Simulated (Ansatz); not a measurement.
The parent structure is CsCl in the CsCl type structure (space group Pm-3m, No. 221; a = 4.140 Å). Axes: x, y, z lie along the cube axes.

All numbers come from r2SCAN (Ansatz, an electronic-structure program; PAW; 500 eV plane waves; no spin-orbit coupling).

Now apply this change: tensor shear ε_xy = −3.05 % (engineering shear γ = -0.0610); the atoms relax in the strained cell.

**Question.** Predict the stress tensor and what it implies for the stiffness.

**Answer.** Stress of the strained cell less that of the base (GPa, compression positive):
```
   0.11    0.56    0.00
   0.56    0.11    0.00
   0.00    0.00    0.13
```

Then −Δσ/γ with γ = 2ε = -0.0610 gives secant stiffness values (nonlinear terms included at this strain): C66 ≈ 9.1 GPa.

Whether these cells are dynamically stable was not tested.
